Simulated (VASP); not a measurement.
# KCl (Sylvite) (Fm-3m) in VASP: notebook

Aim: see how the results for KCl (Sylvite) move with the level of theory and the settings. Levels: LDA, PBEsol. Tasks: single point.

All numbers are computed with VASP 6.6.1; they aren't measurements. Logs are shortened: lines on timing, memory, paths and dates and some standing lists are left out, and cuts for length are marked.

**Measured values to compare with.**

A printed reference work, monograph reports, for a bulk crystal of KCl: band gap 8.68 eV.

The results are compared with them further down.

## (1) The cell of the first run

It takes space group Fm-3m (No. 225, cubic). The conventional cell has a = 6.164 Å, b = 6.164 Å, c = 6.164 Å, α = 90.00°, β = 90.00°, γ = 90.00°. K (site symmetry m-3m) has 6 Cl at 3.08 Å within 4.1 Å. Cl (site symmetry m-3m) has 6 K at 3.08 Å within 4.1 Å.

## (2) Single point, LDA

INCAR

```
  PREC = Accurate
  ENCUT = 520
  EDIFF = 1E-7
  ISMEAR = -1
  SIGMA = 0.05
  LREAL = False
  LASPH = True
  NELM = 80
  ALGO = Normal
  ISIF = 2
  LWAVE = False
  LCHARG = False
  NBANDS = 15
```

KPOINTS

```
Automatic mesh
0
Gamma
  7 7 7
```

POSCAR

```
KCl
1.0
    0.0000000000      3.0822383035      3.0822383035
    3.0822383035      0.0000000000      3.0822383035
    3.0822383035      3.0822383035      0.0000000000
K Cl
1 1
Direct
    0.0000000000      0.0000000000      0.0000000000
    0.5000000000      0.5000000000      0.5000000000
```

Potentials or basis: VASP PAW LDA potentials, release 64 (K_sv, Cl).

Launch:

```
> cat potpaw_LDA.64/K_sv/POTCAR potpaw_LDA.64/Cl/POTCAR > POTCAR
> mpirun -np 1 vasp_std > vasp.out
```

OUTCAR:

```text
PREC = Accurate
   ENCUT = 520
   EDIFF = 1E-7
   ISMEAR = -1
   LREAL = False
   LASPH = True
   NELM = 80
   ISIF = 2

 ion  position               nearest neighbor table
   1  0.000  0.000  0.000-   2 3.08   2 3.08   2 3.08   2 3.08   2 3.08   2 3.08
   2  0.500  0.500  0.500-   1 3.08   1 3.08   1 3.08   1 3.08   1 3.08   1 3.08

  LATTYP: Found a face centered cubic cell.
 ALAT       =     6.1644766070

  Lattice vectors:

 A1 = (   0.0000000000,   3.0822383035,   3.0822383035)
 A2 = (   3.0822383035,   0.0000000000,   3.0822383035)
 A3 = (   3.0822383035,   3.0822383035,   0.0000000000)

Analysis of symmetry for initial positions (statically):
=====================================================================
 Subroutine PRICEL returns:
 Original cell was already a primitive cell.

 Routine SETGRP: Setting up the symmetry group for a
 face centered cubic supercell.

 Subroutine GETGRP returns: Found 48 space group operations
 (whereof 48 operations were pure point group operations)
 out of a pool of 48 trial point group operations.

The static configuration has the point symmetry O_h .

Analysis of symmetry for dynamics (positions and initial velocities):
=====================================================================
 Subroutine PRICEL returns:
 Original cell was already a primitive cell.

 Routine SETGRP: Setting up the symmetry group for a
 face centered cubic supercell.

 Subroutine GETGRP returns: Found 48 space group operations
 (whereof 48 operations were pure point group operations)
 out of a pool of 48 trial point group operations.

The dynamic configuration has the point symmetry O_h .

 Subroutine INISYM returns: Found 48 space group operations
 (whereof 48 operations are pure point group operations),
 and found     1 'primitive' translations

----------------------------------------------------------------------------------------

                                     Primitive cell

  volume of cell :      58.5637

  direct lattice vectors                    reciprocal lattice vectors
     0.000000000  3.082238304  3.082238304    -0.162219774  0.162219774  0.162219774
     3.082238304  0.000000000  3.082238304     0.162219774 -0.162219774  0.162219774
     3.082238304  3.082238304  0.000000000     0.162219774  0.162219774 -0.162219774

  length of vectors
     4.358943211  4.358943211  4.358943211     0.280972890  0.280972890  0.280972890

  position of ions in fractional coordinates (direct lattice)
[... 8 lines left out ...]
----------------------------------------------------------------------------------------

 KPOINTS: Automatic mesh

Automatic generation of k-mesh.
 Grid dimensions read from file:
 generate k-points for:    7    7    7

 Generating k-lattice:

  Cartesian coordinates                     Fractional coordinates (reciprocal lattice)
    -0.023174253  0.023174253  0.023174253     0.142857143  0.000000000  0.000000000
     0.023174253 -0.023174253  0.023174253     0.000000000  0.142857143  0.000000000
     0.023174253  0.023174253 -0.023174253     0.000000000  0.000000000  0.142857143

  Length of vectors
     0.040138984  0.040138984  0.040138984

  Shift w.r.t. Gamma in fractional coordinates (k-lattice)
     0.000000000  0.000000000  0.000000000

 Subroutine IBZKPT returns following result:
 ===========================================

 Found     20 irreducible k-points:

 Following reciprocal coordinates:
            Coordinates               Weight
  0.000000  0.000000  0.000000      1.000000
  0.142857  0.000000  0.000000      8.000000
  0.285714  0.000000  0.000000      8.000000
  0.428571  0.000000  0.000000      8.000000
  0.142857  0.142857  0.000000      6.000000
  0.285714  0.142857  0.000000     24.000000
[... 12 lines left out ...]
 -0.428571  0.428571  0.142857     24.000000
 -0.285714  0.428571  0.142857     24.000000
   k-points           NKPTS =     20   k-points in BZ     NKDIM =     20   number of bands    NBANDS=     15
   number of dos      NEDOS =    301   number of ions     NIONS =      2
   total plane-waves  NPLWV =  32768
   dimension x,y,z NGX =    32 NGY =   32 NGZ =   32
   dimension x,y,z NGXF=    64 NGYF=   64 NGZF=   64
   ions per type =               1   1
   NGX,Y,Z   is equivalent  to a cutoff of  12.20, 12.20, 12.20 a.u.
   NGXF,Y,Z  is equivalent  to a cutoff of  24.41, 24.41, 24.41 a.u.
 SYSTEM =  unknown system
   PREC   = accura    normal or accurate (medium, high low for compatibility)
   ISTART =      0    job   : 0-new  1-cont  2-samecut
   ICHARG =      2    charge: 1-file 2-atom 10-const
   ISPIN  =      1    spin polarized calculation?
   LNONCOLLINEAR =      F non collinear calculations
   LSORBIT =      F    spin-orbit coupling
   LASPH  =      T    aspherical Exc in radial PAW
   ENCUT  =  520.0 eV  38.22 Ry    6.18 a.u.   8.10  8.10  8.10*2*pi/ulx,y,z
   NELM   =     80;   NELMIN=  2; NELMDL= -5     # of ELM steps
   EDIFF  = 0.1E-06   stopping-criterion for ELM
   LREAL  =      F    real-space projection
   EDIFFG = 0.1E-05   stopping-criterion for IOM
   NSW    =      0    number of steps for IOM
   IBRION =     -1    ionic relax: 0-MD 1-quasi-New 2-CG
   NFREE  =      0    steps in history (QN), initial steepest desc. (CG)
   ISIF   =      2    stress and relaxation
   ISYM   =      2    0-nonsym 1-usesym 2-fastsym
   POTIM  = 0.5000    time-step for ionic-motion
   TEBEG  =    0.0;   TEEND  =   0.0 temperature during run
   PSTRESS=    0.0 pullay stress
   NELECT =      16.0000    total number of electrons
   NUPDOWN=      -1.0000    fix difference up-down
   EMIN   =  10.00;   EMAX   =-10.00  energy-range for DOS
   EFERMI =   0.00;   METHOD = LEGACY
   ISMEAR =    -1;   SIGMA  =   0.05  broadening in eV -4-tet -1-fermi 0-gaus
   EFERMI_NEDOS =   21; number of points for ismear=-14 and -15
   IALGO  =     38    algorithm
   IMIX   =      4    mixing-type and parameters
     AMIX     =   0.40;   BMIX     =  1.00
     AMIX_MAG =   1.60;   BMIX_MAG =  1.00
  volume/ion in A,a.u.               =      29.28       197.60
  Fermi-wavevector in a.u.,A,eV,Ry     =   1.062279  2.007416 15.353314  1.128437
  Thomas-Fermi vector in A             =   2.197724
   LORBIT       =      0    0 simple, 1 ext, 2 COOP (PROOUT), +10 PAW based schemes
   GGA     = CA    functional components
   LHFCALC =     F    Hartree Fock is set to
   AEXX    =    0.0000 exact exchange contribution
   IVDW    =     0    specifies the selected vdW correction
   LEPSILON=     F    determine dielectric tensor
   LRPA    =     F    only Hartree local field effects (RPA)
 non-spin polarized calculation
  energy-cutoff  :      520.00
  volume of cell :       58.56
 maximum number of plane-waves:      1600
   NGX = 17   NGY = 17   NGZ = 17

 number of electron      16.0000000 magnetization

 Free energy of the ion-electron system (eV)
  ---------------------------------------------------
  ext. energy  EPLUGINS =         0.00000000
  ---------------------------------------------------
  free energy    TOTEN  =        -7.40213319 eV

  energy without entropy =       -7.40213319  energy(sigma->0) =       -7.40213319

 E-fermi :  -0.6513     XC(G=0):  -8.3690

 val. band max:       -1.8212218433   @ k =   0.0000   0.0000   0.0000
 cond. band min:       3.1368962777   @ k =   0.0000   0.0000   0.0000
 fundamental gap:      4.9581181210
 Fermi energy:        -0.6512854990

 k-point     1 :       0.0000    0.0000    0.0000
  band No.  band energies     occupation
      1     -28.5140      2.00000
      2     -13.9229      2.00000
      3     -12.2136      2.00000
      4     -12.2136      2.00000
      5     -12.2136      2.00000
      6      -1.8212      2.00000
      7      -1.8212      2.00000
      8      -1.8212      2.00000
      9       3.1369      0.00000
     10       6.2842      0.00000
     11       6.2842      0.00000
     12       6.2842      0.00000
     13       7.2568      0.00000
     14       7.2568      0.00000
     15      10.8562      0.00000

 k-point     2 :       0.1429    0.0000    0.0000
  band No.  band energies     occupation
      1     -28.5109      2.00000
      2     -13.9701      2.00000
      3     -12.2158      2.00000
      4     -12.2158      2.00000
      5     -12.1542      2.00000
      6      -2.1141      2.00000
      7      -1.9022      2.00000
      8      -1.9022      2.00000
      9       3.6633      0.00000
     10       6.1293      0.00000
     11       6.5592      0.00000
     12       6.5592      0.00000
     13       7.5669      0.00000
     14       7.5669      0.00000
     15      11.6829      0.00000

 k-point     3 :       0.2857    0.0000    0.0000
  band No.  band energies     occupation
      1     -28.5039      2.00000
      2     -14.0666      2.00000
      3     -12.2210      2.00000
      4     -12.2210      2.00000
      5     -12.0296      2.00000
      6      -2.6564      2.00000
      7      -2.0746      2.00000
      8      -2.0746      2.00000
      9       4.7527      0.00000
     10       6.1242      0.00000
     11       7.3287      0.00000
     12       7.3287      0.00000
     13       8.3885      0.00000
     14       8.3885      0.00000
     15      11.5906      0.00000

 k-point     4 :       0.4286    0.0000    0.0000
  band No.  band energies     occupation
      1     -28.4984      2.00000
      2     -14.1367      2.00000
      3     -12.2250      2.00000
      4     -12.2250      2.00000
      5     -11.9361      2.00000
      6      -3.0211      2.00000
      7      -2.2042      2.00000
      8      -2.2042      2.00000
      9       5.4561      0.00000
     10       6.5684      0.00000
     11       8.3745      0.00000
     12       8.3745      0.00000
     13       9.3154      0.00000
     14       9.3154      0.00000
     15      10.6166      0.00000
[... 235 lines left out ...]
 k-point    18 :      -0.4286    0.2857    0.1429
  band No.  band energies     occupation
      1     -28.4952      2.00000
      2     -14.0153      2.00000
      3     -12.3024      2.00000
      4     -12.2667      2.00000
      5     -12.0575      2.00000
      6      -2.7471      2.00000
      7      -2.2807      2.00000
      8      -2.2121      2.00000
      9       5.6993      0.00000
     10       6.1997      0.00000
     11       7.9172      0.00000
     12       8.5290      0.00000
     13       9.0316      0.00000
     14       9.6188      0.00000
     15      10.1722      0.00000

 k-point    19 :      -0.4286    0.4286    0.1429
  band No.  band energies     occupation
      1     -28.4936      2.00000
      2     -13.9027      2.00000
      3     -12.3532      2.00000
      4     -12.3096      2.00000
      5     -12.1643      2.00000
      6      -2.5601      2.00000
      7      -2.2419      2.00000
      8      -2.1809      2.00000
      9       4.9401      0.00000
     10       6.5874      0.00000
     11       7.6105      0.00000
     12       8.6674      0.00000
     13       8.8769      0.00000
     14       9.7143      0.00000
     15      10.2745      0.00000

 k-point    20 :      -0.2857    0.4286    0.1429
  band No.  band energies     occupation
      1     -28.4931      2.00000
      2     -13.9357      2.00000
      3     -12.3604      2.00000
      4     -12.3102      2.00000
      5     -12.1046      2.00000
      6      -2.5054      2.00000
      7      -2.3950      2.00000
      8      -2.2469      2.00000
      9       5.6169      0.00000
     10       6.3826      0.00000
     11       7.6677      0.00000
     12       8.0884      0.00000
     13       9.5761      0.00000
     14       9.7277      0.00000
     15      10.6143      0.00000

------------------------ aborting loop because EDIFF is reached ----------------------------------------

  FORCE on cell =-STRESS in cart. coord.  units (eV):
  Direction    XX          YY          ZZ          XY          YZ          ZX
  --------------------------------------------------------------------------------------
  -------------------------------------------------------------------------------------
  Total       -0.3200653     -0.3200653     -0.3200653      0.0000000     -0.0000000      0.0000000
  in kB       -8.7562970     -8.7562970     -8.7562970      0.0000000     -0.0000000      0.0000000
  external PRESSURE =      -8.7562970 kB  Pullay stress =       0.0000000 kB

 VOLUME and BASIS-vectors are now :
 -----------------------------------------------------------------------------
  energy-cutoff  :      520.00
  volume of cell :       58.56
      direct lattice vectors                 reciprocal lattice vectors
     0.000000000  3.082238304  3.082238304    -0.162219774  0.162219774  0.162219774
     3.082238304  0.000000000  3.082238304     0.162219774 -0.162219774  0.162219774
     3.082238304  3.082238304  0.000000000     0.162219774  0.162219774 -0.162219774

 POSITION                                       TOTAL-FORCE (eV/Angst)
 -----------------------------------------------------------------------------------
      0.00000      0.00000      0.00000         0.000000     -0.000000     -0.000000
      3.08224      3.08224      3.08224        -0.000000      0.000000      0.000000
 -----------------------------------------------------------------------------------
    total drift:                                0.000000     -0.000000     -0.000000

  FREE ENERGIE OF THE ION-ELECTRON SYSTEM (eV)
  ---------------------------------------------------
  free  energy   TOTEN  =        -7.4021331917 eV

  energy  without entropy=       -7.4021331917  energy(sigma->0) =       -7.40213319
```

Wall time 8.7 s (1 thread of Intel Xeon 6975P-C (Granite Rapids), shared host); peak memory 0.15 GiB.

What came out:

- Free energy: -7.4021 eV
- Pressure: -0.9 GPa
- Band gap on the k mesh: 4.96 eV, direct

Levels at points of the mesh, in eV from the valence-band top:
```
           k point  band 5  band 6  band 7  band 8  band 9  band 10  band 11  band 12
(0.00, 0.00, 0.00)  -10.39    0.00    0.00    0.00    4.96     8.11     8.11     8.11
```

[end of part 1 of 2]
